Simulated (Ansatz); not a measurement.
# SnO: the cost of one run

Computed with Ansatz 0.2.0 (DFT PBEsol+D3(BJ), scalar-relativistic, plane waves, PAW, unless a step's input says otherwise).

**1. The structure to begin with**

The structure is orthorhombic, space group Pmn2_1 (No. 31). The conventional cell has a = 3.300 Å, b = 5.598 Å, c = 3.630 Å, α = 90.00°, β = 90.00°, γ = 90.00°. Sn (site symmetry m) has 3 O at 2.13 to 2.15 Å as nearest neighbours. Around O (site symmetry m) lie 3 Sn at 2.13 to 2.15 Å.

As a file:

```
Sn O
1.0
     3.29985    0.00000    0.00000
     0.00000    5.59761    0.00000
     0.00000    0.00000    3.62974
Sn O
2 2
Direct
  0.00000 0.24270 0.54210
  0.50000 0.75730 0.04210
  0.00000 0.87681 0.70790
  0.50000 0.12319 0.20790
```

It goes back to an entry of the Materials Project, which need not be the stable form.

It is the result of an earlier relaxation at this level (volume 16.76 Å³/atom; gap on the mesh: 1.00 eV).

**2. The cell as listed, for comparison**

The input, input.yaml:

```yaml
crystal:
  lattice:
    - [3.355005, 0.0, 0.0]
    - [0.0, 5.674104, 0.0]
    - [0.0, 0.0, 4.22197]
  atoms:
    - { symbol: Sn, position: [0.0, 0.231909, 0.513144] }
    - { symbol: Sn, position: [0.5, 0.768091, 0.013144] }
    - { symbol: O, position: [0.0, 0.89125, 0.736857] }
    - { symbol: O, position: [0.5, 0.10875, 0.236857] }
basis:
  ecutwfc: 420
kpoints:
  mp_grid: { grid: [8, 6, 6] }
hamiltonian:
  xc: pbesol
  dispersion: d3bj
scf:
  occupations: { method: gaussian, width: 0.02 }
output:
  forces: true
  stress: true
  eigenvalues: true
  populations: true
```

Command:

```console
ansatz run input.yaml --threads 1 --pin off --max-ram 2560MiB --backend cpu --events-out ev --progress --plain --runs-dir out
```

Q: Estimate wall time and peak memory on 1 thread of Arm Neoverse V1, shared host.

About 17 s, with a peak of 0.38 GiB.
